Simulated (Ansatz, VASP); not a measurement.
**F in VASP and in Ansatz**

```
F
1.0
     2.14967    0.00000    0.00000
     0.00000    2.14967    0.00000
     0.00000    0.00000    2.14967
F
1
Direct
  0.00000 0.00000 0.00000
```

Change from the starting cell: volume scaled by 0.9405, PAW files.

Alike in both runs: task electric field gradients; functional PBE; k mesh 15 × 15 × 15; occupations fermi-dirac, width 0.08 eV; no spin polarisation.

|  | VASP | Ansatz |
| --- | --- | --- |
| version | VASP 6.6.1 | Ansatz 0.2.0 |
| potentials or method | VASP PAW PBE potentials, release 64 (F) | PAW with Ansatz's default frozen-core files, scalar-relativistic |
| plane-wave cutoff (eV) | 520 | 420 |
| valence electrons in the cell | 7 | 7 |

|  | VASP | Ansatz | Ansatz less VASP |
| --- | --- | --- | --- |
| pressure (GPa) | 3.5 | 4.3 | +0.80 |
| Vzz of the field gradient on the site that differs most (V/Å²) | 0.0 | 0.0 | 0.00 |

Caveats: an odd number of electrons without spin polarisation forces a metal; a magnetic or distorted state may lie lower.
